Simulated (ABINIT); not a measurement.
# Au (Fm-3m) in ABINIT: equation of state

How stiff is Au in PBEsol, and what volume does it want? The cell is scaled to several volumes.

Program: ABINIT 10.8.3 (patched build). These are calculated values, not measurements. Logs are shortened: lines on timing, memory, paths and dates and some standing lists are left out, and cuts for length are marked. The log counts tension as positive stress, the text compression.

**Measured values to compare with.**

From “Exploring toroidal anvil profiles for larger sample volumes above 4 Mbar”, 2024, pmc:11102561, for a bulk crystal of Au: bulk modulus 167 GPa.

How close the calculation comes is told below.

## Step 1: Starting point

Symmetry: Fm-3m, No. 225, cubic system. Conventional cell: a = 4.070 Å, b = 4.070 Å, c = 4.070 Å, α = 90.00°, β = 90.00°, γ = 90.00°. Au (site symmetry m-3m) is surrounded by 12 Au at 2.88 Å.

## Step 2: Equation of state, PBEsol

The input, run.abi:

```
# Datasets: one volume each
ndtset 7
getwfk -1
scalecart1 3*0.9795861087
scalecart2 3*0.9864848297
scalecart3 3*0.9932883884
scalecart4 3*1.0000000000
scalecart5 3*1.0066227096
scalecart6 3*1.0131594038
scalecart7 3*1.0196128224

# Pseudopotentials
pp_dirpath "./"
pseudos "Au.upf"

# Structure
acell 2.8779245994 2.8779245994 2.8779245994 Angstrom
rprim
     0.0000000000     0.7071067812     0.7071067812
     0.7071067812     0.0000000000     0.7071067812
     0.7071067812     0.7071067812     0.0000000000
ntypat 1
znucl 79
natom 1
typat 1
xred
     0.0000000000     0.0000000000     0.0000000000

# Plane-wave basis
ecut 1034.032677 eV

# k points
kptopt 1
ngkpt 11 11 11
nshiftk 1
shiftk 0.0 0.0 0.0

# Exchange and correlation
ixc -116133

# Bands and occupations
nband 14
occopt 3
tsmear 0.05 eV

# SCF cycle
nstep 100
tolvrs 1.0e-10

# Output
iomode 3
prtwf 1
prtden 0
prteig 0
prtebands 0
enunit 2
```

Potentials or basis: PseudoDojo NC SR PBEsol v0.4.1 standard.

The run is started by

```console
$ abinit run.abi > log 2>&1
```

run.abo:

```text
.Version 10.8.3 of ABINIT
 DATASET    1 : space group Fm -3 m (#225); Bravais cF (face-center cubic)
================================================================================
 Values of the parameters that define the memory need for DATASET  1.
     intxc =       0    ionmov =       0      iscf =       7    lmnmax =       7
     lnmax =       7     mgfft =      30  mpssoang =       4    mqgrid =    3001
     natom =       1  nloc_mem =       1    nspden =       1   nspinor =       1
    nsppol =       1      nsym =      48    n1xccc =    2501    ntypat =       1
    occopt =       3   xclevel =       2
       mpw =        1219          nfft =       27000          nkpt =          56
================================================================================
================================================================================
[... 61 lines left out ...]
 DATASET    7 : space group Fm -3 m (#225); Bravais cF (face-center cubic)
================================================================================
 Values of the parameters that define the memory need for DATASET  7.
     intxc =       0    ionmov =       0      iscf =       7    lmnmax =       7
     lnmax =       7     mgfft =      32  mpssoang =       4    mqgrid =    3001
     natom =       1  nloc_mem =       1    nspden =       1   nspinor =       1
    nsppol =       1      nsym =      48    n1xccc =    2501    ntypat =       1
    occopt =       3   xclevel =       2
       mpw =        1363          nfft =       32768          nkpt =          56
================================================================================
================================================================================

--------------------------------------------------------------------------------
------------- Echo of variables that govern the present computation ------------
--------------------------------------------------------------------------------
 -outvars: echo values of preprocessed input variables --------
            acell      5.4384893039E+00  5.4384893039E+00  5.4384893039E+00 Bohr
              amu      1.96966540E+02
             ecut      3.80000000E+01 Hartree
           enunit           2
           getwfk          -1
                       outvar_i_n : Printing only first  50 k-points.
              ixc     -116133
           jdtset        1    2    3    4    5    6    7
                       outvar_i_n : Printing only first  50 k-points.
         kptrlatt       11    0    0      0   11    0      0    0   11
          kptrlen1     5.86021543E+01
          kptrlen2     5.90148591E+01
          kptrlen3     5.94218710E+01
          kptrlen4     5.98233823E+01
          kptrlen5     6.02195752E+01
          kptrlen6     6.06106224E+01
          kptrlen7     6.09966877E+01
            natom           1
            nband          14
           ndtset           7
            ngfft1         30      30      30
            ngfft2         30      30      30
            ngfft3         30      30      30
            ngfft4         32      32      32
            ngfft5         32      32      32
            ngfft6         32      32      32
            ngfft7         32      32      32
             nkpt          56
            nstep         100
             nsym          48
           ntypat           1
                       prtocc : prtvol=0, do not print more k-points.
           occopt           3
           prtden           0
        prtebands           0
           prteig           0
            rprim1     0.0000000000E+00  6.9267198023E-01  6.9267198023E-01
                       6.9267198023E-01  0.0000000000E+00  6.9267198023E-01
                       6.9267198023E-01  6.9267198023E-01  0.0000000000E+00
            rprim2     0.0000000000E+00  6.9755011263E-01  6.9755011263E-01
                       6.9755011263E-01  0.0000000000E+00  6.9755011263E-01
                       6.9755011263E-01  6.9755011263E-01  0.0000000000E+00
            rprim3     0.0000000000E+00  7.0236095512E-01  7.0236095512E-01
                       7.0236095512E-01  0.0000000000E+00  7.0236095512E-01
                       7.0236095512E-01  7.0236095512E-01  0.0000000000E+00
            rprim4     0.0000000000E+00  7.0710678120E-01  7.0710678120E-01
                       7.0710678120E-01  0.0000000000E+00  7.0710678120E-01
                       7.0710678120E-01  7.0710678120E-01  0.0000000000E+00
            rprim5     0.0000000000E+00  7.1178974407E-01  7.1178974407E-01
                       7.1178974407E-01  0.0000000000E+00  7.1178974407E-01
                       7.1178974407E-01  7.1178974407E-01  0.0000000000E+00
            rprim6     0.0000000000E+00  7.1641188486E-01  7.1641188486E-01
                       7.1641188486E-01  0.0000000000E+00  7.1641188486E-01
                       7.1641188486E-01  7.1641188486E-01  0.0000000000E+00
            rprim7     0.0000000000E+00  7.2097514092E-01  7.2097514092E-01
                       7.2097514092E-01  0.0000000000E+00  7.2097514092E-01
                       7.2097514092E-01  7.2097514092E-01  0.0000000000E+00
          spgroup         225
           tolvrs      1.00000000E-10
           tsmear      1.83746611E-03 Hartree
            typat      1
                       outvars : Printing only first  50 k-points.
            znucl       79.00000

================================================================================

 chkinp: Checking input parameters for consistency, jdtset=   1.

 chkinp: Checking input parameters for consistency, jdtset=   2.

 chkinp: Checking input parameters for consistency, jdtset=   3.

 chkinp: Checking input parameters for consistency, jdtset=   4.
[... 18 lines left out ...]
 Real(R)+Recip(G) space primitive vectors, cartesian coordinates (Bohr,Bohr^-1):
 R(1)=  0.0000000  3.7670892  3.7670892  G(1)= -0.1327285  0.1327285  0.1327285
 R(2)=  3.7670892  0.0000000  3.7670892  G(2)=  0.1327285 -0.1327285  0.1327285
 R(3)=  3.7670892  3.7670892  0.0000000  G(3)=  0.1327285  0.1327285 -0.1327285
 Unit cell volume ucvol=  1.0691723E+02 bohr^3
 Angles (23,13,12)=  6.00000000E+01  6.00000000E+01  6.00000000E+01 degrees

 getcut: wavevector=  0.0000  0.0000  0.0000  ngfft=  30  30  30
         ecut(hartree)=     38.000   => boxcut(ratio)=   2.03154

--- Pseudopotential description ------------------------------------------------
- pspini: atom type   1  psp file is ./Au.upf
12 -116133 3 -1 1340                          pspcod,pspxc,lmax,lloc,mmax
     nproj     2     2     2     1

   6.12166457E+02                                ecore*ucvol(ha*bohr**3)
--------------------------------------------------------------------------------

================================================================================

--- !BeginCycle
iteration_state: {dtset: 1, }
solver: {iscf: 7, nstep: 100, nline: 4, wfoptalg: 0, }
tolerances: {tolvrs: 1.00E-10, }
...

     iter   Etot(hartree)      deltaE(h)  residm     vres2
 ETOT  1  -147.37176574072    -1.474E+02 1.676E-01 6.101E+01
 ETOT  2  -147.40950121502    -3.774E-02 8.942E-03 4.175E+01
 ETOT  3  -147.42081935037    -1.132E-02 3.485E-03 1.248E-02
 ETOT  4  -147.42082405418    -4.704E-06 6.576E-04 1.238E-04
 ETOT  5  -147.42082406488    -1.070E-08 1.424E-04 5.629E-06
 ETOT  6  -147.42082406604    -1.163E-09 8.528E-05 2.862E-09
 ETOT  7  -147.42082406604     3.695E-13 2.229E-05 1.224E-11
[... 970 lines left out ...]
 Cartesian components of stress tensor (hartree/bohr^3)
  sigma(1 1)=  2.65970521E-04  sigma(3 2)=  0.00000000E+00
  sigma(2 2)=  2.65970521E-04  sigma(3 1)=  0.00000000E+00
  sigma(3 3)=  2.65970521E-04  sigma(2 1)=  0.00000000E+00

-Cartesian components of stress tensor (GPa)         [Pressure= -7.8251E+00 GPa]
- sigma(1 1)=  7.82512288E+00  sigma(3 2)=  0.00000000E+00
- sigma(2 2)=  7.82512288E+00  sigma(3 1)=  0.00000000E+00
- sigma(3 3)=  7.82512288E+00  sigma(2 1)=  0.00000000E+00

== END DATASET(S) ==============================================================
================================================================================

 -outvars: echo values of variables after computation  --------
            acell      5.4384893039E+00  5.4384893039E+00  5.4384893039E+00 Bohr
           etotal1    -1.4742082407E+02
           etotal2    -1.4742176475E+02
           etotal3    -1.4742233533E+02
           etotal4    -1.4742258134E+02
           etotal5    -1.4742254296E+02
           etotal6    -1.4742225567E+02
           etotal7    -1.4742175104E+02
            fcart1    -0.0000000000E+00 -0.0000000000E+00 -0.0000000000E+00
            fcart2    -0.0000000000E+00 -0.0000000000E+00 -0.0000000000E+00
            fcart3    -0.0000000000E+00 -0.0000000000E+00 -0.0000000000E+00
            fcart4    -0.0000000000E+00 -0.0000000000E+00 -0.0000000000E+00
            fcart5    -0.0000000000E+00 -0.0000000000E+00 -0.0000000000E+00
            fcart6    -0.0000000000E+00 -0.0000000000E+00 -0.0000000000E+00
            fcart7    -0.0000000000E+00 -0.0000000000E+00 -0.0000000000E+00
            rprim1     0.0000000000E+00  6.9267198023E-01  6.9267198023E-01
                       6.9267198023E-01  0.0000000000E+00  6.9267198023E-01
                       6.9267198023E-01  6.9267198023E-01  0.0000000000E+00
            rprim2     0.0000000000E+00  6.9755011263E-01  6.9755011263E-01
                       6.9755011263E-01  0.0000000000E+00  6.9755011263E-01
                       6.9755011263E-01  6.9755011263E-01  0.0000000000E+00
            rprim3     0.0000000000E+00  7.0236095512E-01  7.0236095512E-01
                       7.0236095512E-01  0.0000000000E+00  7.0236095512E-01
[... 9 lines left out ...]
                       7.1641188486E-01  7.1641188486E-01  0.0000000000E+00
            rprim7     0.0000000000E+00  7.2097514092E-01  7.2097514092E-01
                       7.2097514092E-01  0.0000000000E+00  7.2097514092E-01
                       7.2097514092E-01  7.2097514092E-01  0.0000000000E+00
           strten1    -5.0142908993E-04 -5.0142908993E-04 -5.0142908993E-04
                       0.0000000000E+00  0.0000000000E+00  0.0000000000E+00
           strten2    -3.2794029198E-04 -3.2794029198E-04 -3.2794029198E-04
                       0.0000000000E+00  0.0000000000E+00  0.0000000000E+00
           strten3    -1.7570111729E-04 -1.7570111729E-04 -1.7570111729E-04
                       0.0000000000E+00  0.0000000000E+00  0.0000000000E+00
           strten4    -4.2247237181E-05 -4.2247237181E-05 -4.2247237181E-05
                       0.0000000000E+00  0.0000000000E+00  0.0000000000E+00
           strten5     7.4627091702E-05  7.4627091702E-05  7.4627091702E-05
                       0.0000000000E+00  0.0000000000E+00  0.0000000000E+00
           strten6     1.7680531803E-04  1.7680531803E-04  1.7680531803E-04
                       0.0000000000E+00  0.0000000000E+00  0.0000000000E+00
           strten7     2.6597052085E-04  2.6597052085E-04  2.6597052085E-04
                       0.0000000000E+00  0.0000000000E+00  0.0000000000E+00
 Calculation completed.
```

Run time: 2.5 min. Hardware: 1 thread of Arm Neoverse V1, shared host; peak memory 0.11 GiB.

What came out:

* Equilibrium volume: 16.97 Å³/atom
* Bulk modulus: 176 GPa
* Pressure derivative of the bulk modulus: 5.7

Energy against volume, from the lowest point:
| volume (Å³/atom) | energy (meV/atom) |
| --- | --- |
| 15.843 | 47.82 |
| 16.181 | 22.22 |
| 16.518 | 6.69 |
| 16.855 | 0.00 |
| 17.192 | 1.04 |
| 17.529 | 8.86 |
| 17.866 | 22.59 |

Caveat: pressures at fixed basis lie under the slope of the energies.

## Step 3: How close it comes

Step 2. Measured bulk modulus of Au: 167 GPa (quoted in “Exploring toroidal anvil profiles for larger sample volumes above 4 Mbar”, 2024, pmc:11102561). This calculation gives 176 GPa (+5.6 %). The fit is for a static lattice scaled at fixed shape and fixed fractional positions.
